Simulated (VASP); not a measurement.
**H15C4N: single point with PBE+D3(BJ)**

H15C4N:

```
N H C
1.0
     7.64032    0.00000    0.00000
     0.00000    7.64032    0.00000
     0.00000    0.00000    7.64032
N H C
2 30 8
Direct
  0.74450 0.23452 0.76352
  0.63089 0.84727 0.60305
  0.87842 0.23136 0.74111
  0.70234 0.33043 0.84771
  0.70989 0.11730 0.82159
  0.57172 0.96878 0.61177
  0.71769 0.85070 0.50336
  0.52939 0.77132 0.55761
  0.20290 0.24571 0.69385
  0.31757 0.14422 0.52476
  0.32946 0.36682 0.55265
  0.09079 0.28348 0.30979
  0.96453 0.17942 0.47247
  0.01618 0.41628 0.48706
  0.83727 0.87296 0.03855
  0.78617 0.68662 0.92413
  0.68885 0.71078 0.12539
  0.95881 0.49164 0.10191
  0.11122 0.67459 0.11217
  0.94336 0.64538 0.28049
  0.37273 0.53061 0.20766
  0.40323 0.31162 0.23749
  0.56588 0.42920 0.14938
  0.40230 0.26047 0.90457
  0.21883 0.39081 0.96363
  0.40789 0.47820 0.85840
  0.02987 0.68162 0.69333
  0.17528 0.60039 0.52231
  0.25577 0.72138 0.70269
  0.23896 0.91029 0.43335
  0.99980 0.86311 0.43049
  0.10223 0.97353 0.60402
  0.23612 0.25674 0.55504
  0.06553 0.28453 0.45418
  0.81254 0.72939 0.05180
  0.96755 0.62886 0.13959
  0.42603 0.41315 0.14244
  0.35872 0.38559 0.96217
  0.14757 0.70261 0.61001
  0.12488 0.86589 0.50610
```

The cell was built by a generator and needn't be a form met in nature.

```json
{
  "Program": "VASP 6.6.1",
  "Task": "single point",
  "Functional": "PBE",
  "Dispersion": "D3(BJ)",
  "Potentials or basis": "VASP PAW PBE potentials, release 64 (N, H, C)",
  "Cutoff": "520 eV",
  "k mesh": "1 × 1 × 1",
  "Occupations": "fermi-dirac, width 0.02 eV",
  "Spin": "no spin polarisation",
  "Dipole correction": "no",
  "Further INCAR settings": "LREAL = Auto; ALGO = Normal; EDIFF = 1e-07; NBANDS = 62"
}
```

```yaml
Pressure: 0.3 GPa
Largest_force: 2.477 eV/Å
Band_gap_on_the_k_mesh: 4.40 eV, direct
Dispersion_energy_per_atom: -0.034 eV
```

Forces in eV/Å, atoms in the order of the input:
```
N   -0.140 -0.696  0.133
N   -1.236  0.082  0.273
H   -0.836  0.359  0.455
H    0.645 -0.054 -0.257
H    0.301  0.364 -0.237
H    0.593 -0.162 -0.112
H    0.344  0.251 -0.332
H    0.283 -0.174  0.153
H    0.067 -0.155  0.249
H   -0.148 -0.345 -0.374
H   -0.387  0.186 -0.323
H   -0.093  0.138  0.515
H    0.525  0.728  0.258
H   -0.339 -0.492 -0.053
H   -0.073 -0.468  0.301
H   -0.211 -0.611 -1.738
H    0.380  0.074  0.020
H    0.065 -0.324  0.207
H   -1.955 -0.263  0.061
H    0.447 -0.457 -0.026
H   -0.065  0.065 -0.280
H   -0.501 -0.876  0.064
H    0.873  0.181 -0.213
H   -0.273 -0.164  0.363
H   -0.912 -0.075 -0.303
H   -0.323  0.002  0.929
H    0.313 -0.331 -0.474
H    0.245 -1.581 -0.594
H    0.217 -0.269  0.004
H   -0.014 -0.311 -0.545
H    0.841  0.034 -0.182
H    0.073 -0.399 -0.539
C   -0.017  0.452  0.759
C    0.423 -0.322 -1.224
C    0.877  0.947  1.167
C    0.370  1.145 -0.167
C    0.458  1.016  1.087
C    0.862 -0.171 -1.456
C   -0.174  1.008  1.384
C   -1.504  1.667  1.044
```

Stress tensor (GPa, compression positive):
```
-1.79  0.08  0.79
 0.08  1.61  0.01
 0.79  0.01  0.96
```

Levels at points of the mesh, in eV from the valence-band top:
| k point | band 33 | band 34 | band 35 | band 36 | band 37 | band 38 | band 39 | band 40 |
| --- | --- | --- | --- | --- | --- | --- | --- | --- |
| (0.00, 0.00, 0.00) | -1.68 | -1.63 | -0.38 | 0.00 | 4.40 | 6.03 | 6.35 | 6.54 |

Wall time 66 s on 1 thread of Intel(R) Xeon(R) Platinum 8488C (Sapphire Rapids), with other jobs on the host, peak memory 0.51 GiB.
